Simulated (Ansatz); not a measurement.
A scan (energy against volume; even scaling of the relaxed cell, symmetry kept) gave these values. All values below come from PBE (plane waves to 420 eV, PAW, scalar-relativistic; Ansatz, a first-principles code).

| Quantity | Result |
|---|---|
| Bulk modulus B₀ (third-order Birch-Murnaghan fit) | 133 GPa |
| Pressure derivative B₀′ (fit) | 5.1 |
| Equilibrium volume of the fit | 14.57 Å³/atom |

### Question
Of these crystals, all scanned alike, which one is it?
(A) MgS (rock salt)
(B) AlRu (CsCl type)
(C) BaSnO₃ (cubic perovskite)
(D) Ir (fcc, Cu type)

### Answer
C, BaSnO₃ (cubic perovskite). The others have, for the bulk modulus: MgS 74.0 GPa, Ir 346 GPa, AlRu 203 GPa

AlRu is run without spin polarisation. All were relaxed with their symmetry unable to fall. Ir is run without spin polarisation. Spin-orbit coupling is left out.

(A scan under strain: stresses follow from slopes of the energy per volume, elastic moduli from its curvatures.)
